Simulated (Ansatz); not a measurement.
Al started in the widest void in corundum Al2O3, 121 atoms, charge 0

All numbers come from Ansatz (PAW, plane waves, no spin–orbit coupling) at the single k point (¼, ¼, ¼) without its symmetry partners. The atoms were relaxed with PBEsol in a fixed cell; other functionals are single points on those atoms unless said otherwise. The valence top and gap of the host come from its small cell on a dense mesh, with the band extrema sought between the mesh points, lined up by the mean potential, PBEsol gap 6.03 eV, HSE06 gap 7.99 eV.

Relaxed structure:

```xyz
121
Lattice="9.5479 0.0000 0.0000 -4.7739 8.2687 0.0000 0.0000 0.0000 13.0136" Properties=species:S:1:pos:R:3 pbc="T T T"
Al    2.3839    1.3831    2.4179
Al   -0.0204    5.5189    2.3908
Al    7.1563    1.3795    2.3892
Al    4.7753    5.5118    2.4099
Al   -0.0164    2.7650    0.2499
Al   -2.3953    6.8969    0.2488
Al    4.7735    2.7644    0.2479
Al    2.3757    6.9052    0.2672
Al   -0.0144    2.7293    4.0659
Al   -2.3779    6.8678    4.0729
Al    4.7857    2.7588    4.0747
Al    2.4015    6.9455    4.0755
Al   -0.0473    2.7396    6.7136
Al   -2.4044    6.8290    6.7380
Al    4.9627    2.5592    6.7237
Al    2.4004    6.9148    6.7425
Al    4.7801    8.2408    4.5363
Al   -2.3560    4.1093    4.5435
Al    0.0158    8.2530    4.5635
Al    2.2899    4.2675    4.4666
Al   -0.0033    0.0073    1.9036
Al    7.1504    4.1326    1.9074
Al    4.7653    0.0070    1.9141
Al    2.3844    4.1359    1.8847
Al   -4.7511    8.2406    8.4288
Al    7.1584    4.1162    8.4376
Al    0.0091    8.2656    8.4602
Al    2.1515    4.5631    8.7136
Al    9.5372    0.0162   11.0854
Al    7.1346    4.1476   11.1030
Al    4.7437    0.0254   11.1097
Al    2.3974    4.1262   11.2021
Al    2.4074    1.4358    8.9298
Al   -0.1506    5.6207    8.9574
Al    7.1750    1.3735    8.9241
Al    4.7948    5.4920    8.8858
Al    2.3241    1.1600    6.2294
Al   -0.0305    5.5522    6.2976
Al    7.2385    1.3345    6.2603
Al    4.8518    5.4622    6.1966
Al    2.3749    1.3806   12.7798
Al   -0.0198    5.5255   12.7658
Al    7.1514    1.3939   12.7642
Al    4.7678    5.5400   12.7798
Al   -0.0235    2.7683   10.6171
Al   -2.4222    6.9246   10.6178
Al    4.7499    2.7626   10.6007
Al    2.3691    6.9541   10.6623
Al    2.6952    3.7008    6.7523
O    -3.3038    8.2584    3.2327
O    -0.9348    4.1213    3.2175
O     6.2311    0.0041    3.2277
O     3.8243    4.1340    3.2478
O     3.1066    0.1224    1.0861
O     0.7213    4.2582    1.0809
O     7.8822    0.1262    1.0771
O     5.4939    4.2560    1.0884
O     8.8100    1.2578    3.2135
O    -3.1106    5.3968    3.2260
O     4.0457    1.2641    3.2536
O     1.6456    5.4526    3.2120
O     1.6470    2.8946    3.2391
O    -0.7285    7.0011    3.2363
O     6.4326    2.8581    3.2130
O     4.0476    7.0184    3.2150
O     0.9214    1.3893    1.0849
O    -1.4698    5.5176    1.0786
O     5.6917    1.3831    1.0784
O     3.3094    5.5227    1.0882
O    -3.1248    8.2628    7.5764
O    -0.7179    4.2527    7.6216
O     6.4456    0.1424    7.5978
O     4.3806    4.1173    7.4340
O     0.7218    1.4533    5.3299
O    -1.6692    5.5985    5.4168
O     5.6137    1.4205    5.3983
O     3.2002    5.7647    5.3522
O    -1.4671    2.7182    5.4000
O    -3.8297    6.8723    5.3876
O     3.4488    2.4796    5.5122
O     0.9361    6.8856    5.4069
O    -0.7409    1.5038   11.9253
O    -3.1380    5.6407   11.9386
O     4.0342    1.5054   11.9548
O     1.6555    5.6435   11.9673
O    -1.6628    2.8811    9.7685
O     5.4861    7.0061    9.7678
O     3.0663    2.8997    9.8611
O     0.6849    7.0467    9.8349
O     3.1122    2.6454    1.0851
O     0.7128    6.7880    1.0775
O     7.8795    2.6460    1.0670
O     5.5004    6.7831    1.0806
O     3.8760    1.3489    7.6512
O     1.2652    5.8621    7.7282
O     8.6500    1.3369    7.5798
O     6.2772    5.4987    7.5929
O     1.5867    2.3489    7.4374
O    -0.8361    6.8201    7.6238
O     6.5419    2.6057    7.5857
O     4.0465    6.7164    7.6029
O     0.5671    4.0525    5.3721
O    -1.6322    8.0697    5.3935
O     5.5491    3.9736    5.3175
O     3.1456    8.1681    5.4026
O     1.4320    2.7663   11.9609
O    -0.9519    6.9042   11.9448
O     6.2192    2.7678   11.9333
O     3.8370    6.9291   11.9626
O     3.2903    0.0279    9.7950
O     0.8192    4.2519    9.8695
O     8.0855    0.0113    9.7713
O     5.6833    4.1265    9.7586
O     0.7295    1.2898    9.7520
O    -1.7281    5.4169    9.7922
O     5.5093    1.2843    9.7757
O     3.1574    5.4821    9.8707
O    -0.7612    4.0292   11.9502
O    -3.1377    8.1702   11.9379
O     4.0499    4.0373   11.9684
O     1.6383    8.1763   11.9478
```

Chemical potentials μ are those of reference phases of the elements at zero temperature by the same functional (the usual solids, diamond for C, grey Sn, and the molecules H2, N2, O2, F2, Cl2, Br2 and S8).

| functional | E(defect) − E(host) − Σ nμ + q·E_VBM (eV) | monopole (eV) | alignment (eV) | formation energy at E_F = VBM (eV) | moment (μB) | wall time, shared host |
| --- | --- | --- | --- | --- | --- | --- |
| PBEsol | 11.17 | 0.00 | 0.00 | 11.17 | 1.0 | 23 s on NVIDIA GB200 (relaxation) |
| HSE06 | 11.53 | 0.00 | 0.00 | 11.53 | 1.0 | 44 s on NVIDIA GB200 |

HSE06 one-electron levels near the gap (the ten most localised at most), from the host's valence top:

```tsv
level (eV)	spin	filling	atoms sharing it	element of the atom with most weight
4.64	up	1.00	7.7	Al
5.17	down	1.00	6.2	Al
5.97	up	1.00	8.2	Al
8.24	down	0.00	8.7	Al
```

All elements are taken at their own reference at once; growth conditions in equilibrium with the host shift these energies, by up to the host's formation enthalpy.

One k point and a cell of this size can leave errors of several tenths of an eV in such numbers.
